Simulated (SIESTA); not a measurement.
The system is ZnSe (Stilleite).

```xyz
2
Lattice="0.0000 2.8338 2.8338 2.8338 0.0000 2.8338 2.8338 2.8338 0.0000" Properties=species:S:1:pos:R:3 pbc="T T T"
Se    4.2507    4.2507    4.2507
Zn    0.0000    0.0000    0.0000
```

Base run:

```yaml
Program: SIESTA 5.4.2
Functional: PBE
Potentials_or_basis: PseudoDojo 0.4 standard (PBE files)
Basis: DZP (energy shift 0.003 Ry; two zetas on semicore shells)
Grid_cutoff: 800 Ry
Energy_shift: 0.003 Ry
k_mesh: 8 × 8 × 8
Occupations: fermi-dirac, width 0.05 eV
Spin: no spin polarisation
```

Its results: band gap on the k mesh 1.59 eV, direct; pressure 2.4 GPa.

Question: The run is repeated on the same cell with these changes: functional from PBE to AM05; potentials or basis from PseudoDojo 0.4 standard (PBE files) to PseudoDojo 0.4 standard (PBEsol files). What comes out?

Answer: Band gap on the k mesh 1.54 eV, direct; pressure -0.5 GPa.

Caveats: short orbitals over semicore shells can move pressures by several GPa; the valence orbitals were made in a potential fitted to the semicore shell under them, which widens gaps by tenths of an eV or more; the basis of atomic orbitals isn't converged, which shifts pressures, moduli and gaps; the potentials were made for another functional, which shifts forces and pressure (some runs).

Not every run made on this cell is shown here.
